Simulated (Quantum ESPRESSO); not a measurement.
PbS (Galena):

```
Pb S
1.0
     0.00000    2.96575    2.96575
     2.96575    0.00000    2.96575
     2.96575    2.96575    0.00000
Pb S
1 1
Direct
  0.00000 0.00000 0.00000
  0.50000 0.50000 0.50000
```

Base run:

| Property | Result |
| --- | --- |
| Program | Quantum ESPRESSO 7.5 |
| Functional | AM05 |
| Potentials or basis | PseudoDojo 0.4.1 SR PBE standard |
| Cutoff | 762 eV |
| Density cutoff | 3048 eV |
| k mesh | 8 × 8 × 8, shifted |
| Occupations | fermi-dirac, width 0.05 eV |
| Spin | no spin polarisation |

Its results: pressure -0.2 GPa; electronic dielectric tensor (diagonal) 17.14.

After a change of settings the same cell gave: pressure -0.7 GPa; electronic dielectric tensor (diagonal) 17.75. Which change was it?
A. functional from AM05 to LDA; potentials or basis from PseudoDojo 0.4.1 SR PBE standard to PseudoDojo 0.4.1 SR LDA standard
B. functional from AM05 to WC
C. functional from AM05 to BLYP

B.

Caveats: the potentials were made for another functional, which shifts forces and pressure.

Runs at the PBE level aren't shown here.
